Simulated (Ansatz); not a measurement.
**O vacancy in SiO2, calculated**

Computed with the plane-wave PAW code Ansatz (scalar-relativistic, PAW set soft_2): PBEsol, collinear spin, 420 eV cutoff, k-mesh 2×2×2 shifted by half a step.

The relaxed host crystal (Kohn–Sham gap 5.82 eV over the whole zone):

```
Si O
1.0
    -2.49087    2.49087    3.66771
     2.49087   -2.49087    3.66771
     2.49087    2.49087   -3.66771
Si O
2 4
Direct
  0.00000 0.00000 0.00000
  0.75000 0.25000 0.50000
  0.37500 0.22143 0.34643
  0.97143 0.62500 0.84643
  0.77857 0.12500 0.15357
  0.87500 0.02857 0.65357
```

Supercell of 24 atoms, rows of the matrix [[1,1,2],[-1,1,0],[-1,-1,0]] times the cell vectors; O vacancy at (0.375, 0.221, 0.346) in fractions of the cell above. Atoms are relaxed at the host's cell, from a start shaken by 0.03 Å near the defect; charged cells sit in a uniform background.

Distances from the empty O site (Å), by shell of the perfect crystal:

```
shell      perfect crystal            charge +2            charge +1             charge 0
 2 Si                 1.62                 2.20                 1.65                 1.39
  6 O  2.64 (2.63 to 2.67)  2.66 (2.51 to 2.76)  2.53 (2.19 to 2.74)  2.47 (2.13 to 2.72)
```

| charge | moment of the cell (μB) | gap of the cell on the mesh (eV) | carriers |
| --- | --- | --- | --- |
| +2 | 0.00 | 4.85 | none in the bands |
| +1 | 1.00 | 1.14 | none in the bands |
| 0 | 0.00 | 5.75 | none in the bands |

On this mesh the host's own supercell has a gap of 6.78 eV.

Formation energy of the neutral defect: 5.34 eV, taking atoms from and to the elements' standard states (no corrections for gases), so it belongs to those chemical potentials alone.

Relaxed cell at charge +1:

```
SiO2 V_O charge 1
1.0
     4.9817    4.9817    0.0000
     4.9817   -4.9817    0.0000
     0.0000    0.0000   -7.3354
Si O
8 15
Direct
  0.5069 0.0041 0.5039
  0.4909 0.5123 0.0140
  0.9880 0.4895 0.4981
  0.9979 0.9894 0.9874
  0.2396 0.2382 0.2523
  0.2616 0.7410 0.7368
  0.7537 0.7576 0.2473
  0.7387 0.2488 0.7632
  0.1521 0.9077 0.8451
  0.6791 0.9295 0.3758
  0.6578 0.4039 0.9049
  0.3978 0.3769 0.1729
  0.4427 0.8298 0.6327
  0.9343 0.8259 0.1289
  0.9155 0.3393 0.6450
  0.0898 0.1662 0.1047
  0.1271 0.6472 0.5777
  0.5793 0.6934 0.1186
  0.5746 0.1851 0.6223
  0.3218 0.0776 0.3849
  0.3240 0.5745 0.8756
  0.8276 0.5723 0.3656
  0.8173 0.0684 0.8755
```

Caveats: at charge +2: net starting moment lost; at charge 0: net starting moment lost; semilocal functionals make gaps too small, which shifts levels too; small supercell, so energies and levels can be off by tenths of an eV; one random start near the defect, so other minima are possible.

The vacancy's two silicon neighbours move steadily apart as electrons are removed, from 1.39 Å from the empty site in the neutral state to 1.65 and then 2.20 Å at charge +2. In the neutral cell, the two electrons left by oxygen pair in a Si–Si σ bond, which pulls the silicons inward. Removing one leaves a one-electron bond, and removing both leaves two electron-poor silicons that repel each other and relax towards their remaining oxygens.

At charge +1 the two silicons keep nearly equivalent surroundings, which suggests that the unpaired electron is shared between them. The familiar E′ centre of quartz instead has its spin on one silicon, with the other puckered back through its oxygen plane. The semilocal functional's bias towards delocalised spin may favour the shared form, but a barrier to puckering could equally have kept the relaxation there. This structure is therefore no evidence against the puckered centre. Without formation energies for the charged cells, the Fermi-level range of each charge state remains open.
